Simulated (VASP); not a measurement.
Write the native input for VASP 6.6.1 that does the following.

* Task: single point
* Functional: PBE
* Potentials or basis: VASP PAW PBE potentials, release 64 (Au, Cu)
* Cutoff: 520 eV
* k mesh: 7 × 7 × 7
* Occupations: gaussian, width 0.026 eV
* Spin: no spin polarisation
* Further INCAR settings: ALGO = Fast; EDIFF = 1e-06; NBANDS = 30

The structure of Cu3Au (Auricupride) lies in POSCAR:

```
Cu3Au
1.0
    3.7400000000      0.0000000000      0.0000000000
    0.0000000000      3.7400000000      0.0000000000
    0.0000000000      0.0000000000      3.7400000000
Au Cu
1 3
Direct
    0.0000000000      0.0000000000      0.0000000000
    0.5000000000      0.5000000000      0.0000000000
    0.5000000000      0.0000000000      0.5000000000
    0.0000000000      0.5000000000      0.5000000000
```

These files were run (other wordings do the same):

INCAR

```
SYSTEM = Cu3Au
PREC = Accurate
ENCUT = 520
EDIFF = 1E-6
ISMEAR = 0
SIGMA = 0.026000000000000002
LREAL = .False.
LASPH = .True.
NELM = 60
ALGO = Fast
ISIF = 2
LWAVE = .False.
LCHARG = .True.
GGA = PE
LELF = .True.
LVHAR = .True.
NBANDS = 30
```

KPOINTS

```
regular mesh
0
Gamma
  7 7 7
  0 0 0
```

Potentials or basis: VASP PAW PBE potentials, release 64 (Au, Cu).

Run with:

```bash
$ cat potpaw_PBE.64/Au/POTCAR potpaw_PBE.64/Cu/POTCAR > POTCAR
$ mpirun -np 1 vasp_std > vasp.out
```

It gave:

```json
{
  "Pressure": "5.5 GPa",
  "Band gap on the k mesh": "none (metal or under the smearing width)"
}
```

Run time: 19 s on 1 thread of Intel(R) Xeon(R) 6975P-C (Granite Rapids), on a shared host, peak memory 0.16 GiB.
